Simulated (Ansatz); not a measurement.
# Response of WS2 to small distortions

```
CELL_PARAMETERS angstrom
1.57900 0.91164 6.16333
-1.57900 0.91164 6.16333
0.00000 -1.82327 6.16333
ATOMIC_POSITIONS crystal
W 0.00000 0.00000 0.00000
S 0.75030 0.75030 0.75030
S 0.58100 0.58100 0.58100
```

Atoms are numbered in the order listed.

Conventional cell: a = 3.158 Å, b = 3.158 Å, c = 18.490 Å, α = 90.00°, β = 90.00°, γ = 120.00°. W (atom 1) is surrounded by 6 S at 2.39 to 2.42 Å. S (atom 2) has 3 W at 2.39 Å as nearest neighbours. S (atom 3) is surrounded by 3 W at 2.42 Å.

The cell is COD entry 9012192, as deposited and not checked against the literature; nothing was relaxed.

No spin–orbit coupling, which matters for the heavy atoms here.

Computed with DFT, PBE, PAW with Ansatz's default frozen-core files, scalar-relativistic in Ansatz 0.2.0.

Settings: a Γ-centred 13×13×13 k mesh, Fermi–Dirac smearing of 0.08 eV, cutoff 420 eV, no spin polarisation.

The unchanged cell is at 4.58 GPa.

x, y and z are the Cartesian axes of the cell as listed; fractional coordinates follow a strain, and an engineering shear is twice the off-diagonal strain component.

**Question.** With this change (equal xy, yz and zx engineering shear strains of -2 %), what becomes of the energy and stress and forces and gap?

**Answer.** Energy change +9.9 meV/atom; stress change (xx, yy, zz, yz, xz, xy) 0.36, 0.13, 0.25, 3.19, 3.34, 2.29 GPa, compression positive; change of the force on S2 (0.437, 0.340, 0.045) eV/Å; gap on the k mesh 1.06 → 1.05 eV.

With equal xy, yz and zx engineering shear strains of +1 %: energy change +2.4 meV/atom; stress change (xx, yy, zz, yz, xz, xy) -0.01, 0.13, 0.06, -1.55, -1.61, -1.10 GPa, compression positive; change of the force on S2 (-0.199, -0.161, 0.011) eV/Å; gap on the k mesh 1.06 → 1.06 eV.

**Question.** With this change (equal xy, yz and zx engineering shear strains of +3 %), what becomes of the energy and stress and forces and gap?

**Answer.** Energy change +21.1 meV/atom; stress change (xx, yy, zz, yz, xz, xy) 0.29, 0.78, 0.53, -4.55, -4.73, -3.21 GPa, compression positive; change of the force on S2 (-0.565, -0.466, 0.095) eV/Å; gap on the k mesh 1.06 → 1.04 eV.

**Question.** With this change (equal xy, yz and zx engineering shear strains of -3 %), what becomes of the energy and stress and forces and gap?

**Answer.** Energy change +22.6 meV/atom; stress change (xx, yy, zz, yz, xz, xy) 0.72, 0.39, 0.56, 4.83, 5.07, 3.47 GPa, compression positive; change of the force on S2 (0.676, 0.520, 0.102) eV/Å; gap on the k mesh 1.06 → 1.04 eV.

**Question.** With this change (equal xy, yz and zx engineering shear strains of -1 %), what becomes of the energy and stress and forces and gap?

**Answer.** Energy change +2.5 meV/atom; stress change (xx, yy, zz, yz, xz, xy) 0.12, 0.00, 0.06, 1.58, 1.65, 1.13 GPa, compression positive; change of the force on S2 (0.212, 0.167, 0.011) eV/Å; gap on the k mesh 1.06 → 1.05 eV.

**Question.** With this change (equal xy, yz and zx engineering shear strains of +2 %), what becomes of the energy and stress and forces and gap?

**Answer.** Energy change +9.5 meV/atom; stress change (xx, yy, zz, yz, xz, xy) 0.09, 0.39, 0.24, -3.07, -3.19, -2.17 GPa, compression positive; change of the force on S2 (-0.387, -0.316, 0.043) eV/Å; gap on the k mesh 1.06 → 1.05 eV.
